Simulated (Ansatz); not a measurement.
# Cu: the cost of one run

Method: DFT PBE, plane waves, PAW, scalar-relativistic, no spin polarisation, in Ansatz 0.2.0.

## 1. The system as given

The cell holds 16 atoms (Cu16): a = 5.105 Å, b = 5.105 Å, c = 17.415 Å, α = 90.00°, β = 90.00°, γ = 90.00°.

As a file:

```
Cu
1.0
     5.10531    0.00000    0.00000
     0.00000    5.10531    0.00000
     0.00000    0.00000   17.41500
Cu
16
Direct
  0.25000 0.25000 0.05742
  0.75000 0.25000 0.05742
  0.25000 0.75000 0.05742
  0.75000 0.75000 0.05742
  0.00000 0.00000 0.16107
  0.50000 0.00000 0.16107
  0.00000 0.50000 0.16107
  0.50000 0.50000 0.16107
  0.25000 0.25000 0.26471
  0.75000 0.25000 0.26471
  0.25000 0.75000 0.26471
  0.75000 0.75000 0.26471
  0.00000 0.00000 0.36836
  0.50000 0.00000 0.36836
  0.00000 0.50000 0.36836
  0.50000 0.50000 0.36836
```

## 2. Preparing the start

Contents of input.yaml:

```yaml
crystal:
  lattice:
    - [5.105311, 0.0, 0.0]
    - [0.0, 5.105311, 0.0]
    - [0.0, 0.0, 17.415]
  atoms:
    - { symbol: Cu, position: [0.25, 0.25, 0.0574218] }
    - { symbol: Cu, position: [0.75, 0.25, 0.0574218] }
    - { symbol: Cu, position: [0.25, 0.75, 0.0574218] }
    - { symbol: Cu, position: [0.75, 0.75, 0.0574218] }
    - { symbol: Cu, position: [0.0, 0.0, 0.161068] }
    - { symbol: Cu, position: [0.5, 0.0, 0.161068] }
    - { symbol: Cu, position: [0.0, 0.5, 0.161068] }
    - { symbol: Cu, position: [0.5, 0.5, 0.161068] }
    - { symbol: Cu, position: [0.25, 0.25, 0.2647143] }
    - { symbol: Cu, position: [0.75, 0.25, 0.2647143] }
    - { symbol: Cu, position: [0.25, 0.75, 0.2647143] }
    - { symbol: Cu, position: [0.75, 0.75, 0.2647143] }
    - { symbol: Cu, position: [0.0, 0.0, 0.3683606] }
    - { symbol: Cu, position: [0.5, 0.0, 0.3683606] }
    - { symbol: Cu, position: [0.0, 0.5, 0.3683606] }
    - { symbol: Cu, position: [0.5, 0.5, 0.3683606] }
basis:
  ecutwfc: 420.0
kpoints:
  mp_grid: { grid: [3, 3, 1] }
hamiltonian:
  xc: pbe
scf:
  occupations: { method: fermi_dirac, width: 0.15 }
  lower_state_search: "off"
relax:
  f_tol: 0.08
  max_steps: 25
  adjacent_minimum: "off"
  constraints: [{ sites: [0, 1, 2, 3] }]
```

Command:

```
> ansatz run input.yaml --threads 4 --pin off --max-ram 10240MiB --backend cpu --events-out ev --progress --plain --runs-dir out
```

**Question.** How long does this run take on 4 threads of Intel Xeon 6975P-C (Granite Rapids), shared host, and how much memory does it need?

About 9.8 s, with a peak of 1.4 GiB.
